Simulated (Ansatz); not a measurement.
Basis-set extrapolation for `N#CCC#N` (PBE0-D4/def2-TZVP geometry, frozen core, the Gaussian-basis code of Ansatz). Multiplicity 1, RHF reference.

```json
{"": "HF", "def2-TZVPP": "-223.725815", "def2-QZVPP": "-223.734585"}
{"": "MP2 correlation", "def2-TZVPP": "-0.831891", "def2-QZVPP": "-0.886233"}
{"": "CCSD(T) correlation", "def2-TZVPP": "-0.883857", "def2-QZVPP": "not run"}
```

Energies in hartree. Use E(X) = E(∞) + A·exp(−7.88·√X) for Hartree–Fock and E(X) = E(∞) + B·X^(−2.97) for correlation, with X = 3 and 4, and add CCSD(T) minus MP2 of the smaller set to the MP2 limit.

**Question.** What is the CCSD(T) energy at the basis-set limit?

**Answer.** HF limit: -223.734585 + (-0.008770) × 0.13774 = -223.73579. MP2 limit: -0.886233 + (-0.054342) × 0.74074 = -0.92649. Higher-order term: -0.883857 − (-0.831891) = -0.05197. Total: -224.71425 hartree, 65.6 kcal/mol below CCSD(T)/def2-TZVPP.
